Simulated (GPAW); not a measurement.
TiB2:

```
Ti B
1.0
     3.02920    0.00000    0.00000
    -1.51460    2.62336    0.00000
     0.00000    0.00000    3.22840
Ti B
1 2
Direct
  0.00000 0.00000 0.00000
  0.66667 0.33333 0.50000
  0.33333 0.66667 0.50000
```

* Program: GPAW 26.7.0
* Task: relaxation of cell and atoms
* Functional: PBEsol
* Dispersion: D3(BJ)+ATM
* Potentials or basis: PAW data sets generated in the run's folder for this functional
* Cutoff: 800 eV
* Basis: pw
* k mesh: 7 × 7 × 6
* Occupations: fermi-dirac, width 0.05 eV
* Spin: no spin polarisation

At the start: pressure -10.1 GPa; volume 8.55 Å³/atom.

**Question.** How do energy, volume and symmetry change on relaxing?

**Answer.** Over 6 steps the energy falls by 10.9 meV/atom and the volume is 8.22 Å³/atom (-3.9 %); space group P6/mmm (No. 191, to 0.05 Å).

Step by step:
| step | energy change (eV) | largest force (eV/Å) | pressure (GPa) | volume (Å³) |
| --- | --- | --- | --- | --- |
| 1 | 0.0000 | 0.0000 | -10.11 | 25.66 |
| 2 | -0.0110 | 0.0000 | -8.25 | 25.46 |
| 3 | -0.0310 | 0.0000 | 0.63 | 24.60 |
| 4 | -0.0315 | 0.0000 | 0.28 | 24.63 |
| 5 | -0.0326 | 0.0000 | -0.41 | 24.68 |
| 6 | -0.0327 | 0.0000 | -0.23 | 24.66 |

Final structure:
```
Ti B
1.0
     3.00216    0.00000    0.00000
    -1.50108    2.59995    0.00000
     0.00000    0.00000    3.15882
Ti B
1 2
Direct
  0.00000 0.00000 0.00000
  0.66667 0.33333 0.50000
  0.33333 0.66667 0.50000
```

Caveat: later steps reuse the first step's grids; pairwise dispersion overbinds metals, which lowers pressure and volume.
